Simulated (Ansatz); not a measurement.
# BaF2: the cost of one run

Method: DFT LDA, scalar-relativistic, in Ansatz 0.2.0.

## 1. The starting structure

It takes space group Fm-3m (No. 225, cubic). The conventional cell has a = 6.200 Å, b = 6.200 Å, c = 6.200 Å, α = 90.00°, β = 90.00°, γ = 90.00°. Ba (site symmetry m-3m) is surrounded by 8 F at 2.68 Å. Around F (site symmetry -43m) lie 4 Ba at 2.68 Å.

As a file:

```xyz
3
Lattice="0.0000 3.1000 3.1000 3.1000 0.0000 3.1000 3.1000 3.1000 0.0000" Properties=species:S:1:pos:R:3 pbc="T T T"
Ba    0.0000    0.0000    0.0000
F     1.5500    1.5500    1.5500
F     4.6501    4.6501    4.6501
```

Atoms are numbered in the order of the input: Ba1, F2, F3.

## 2. Volume × 0.96, LAPW

Input file input.yaml:

```yaml
crystal:
  lattice:
    - [0.0, 3.0581522964, 3.0581522964]
    - [3.0581522964, 0.0, 3.0581522964]
    - [3.0581522964, 3.0581522964, 0.0]
  atoms:
    - { symbol: Ba, position: [0.0, 0.0, 0.0] }
    - { symbol: F, position: [0.25, 0.25, 0.25] }
    - { symbol: F, position: [0.75, 0.75, 0.75] }
kpoints:
  mp_grid: { grid: [8, 8, 8] }
  band_path:
    path:
      - [0.0, 0.0, 0.0]
      - [0.5, 0.0, 0.5]
      - [0.625, 0.25, 0.625]
      - [0.375, 0.375, 0.75]
      - [0.0, 0.0, 0.0]
      - [0.5, 0.5, 0.5]
      - [0.5, 0.25, 0.75]
      - [0.5, 0.0, 0.5]
    npoints: 5
scf:
  occupations: { method: fermi_dirac, width: 0.01 }
hamiltonian:
  xc: lda
  pseudopotentials: { kind: all_electron, lapw: { basis_error: 0.001 } }
output:
  forces: true
  stress: true
  eigenvalues: true
```

The run is started by

```sh
> ansatz run input.yaml --threads 1 --pin off --max-ram 4096MiB --backend cpu --events-out ev --progress --plain --runs-dir out
```

**Question.** How long does this run take on 1 thread of Arm Neoverse V2, shared host, and how much memory does it need?

About 13 s, with a peak of 0.3 GiB.
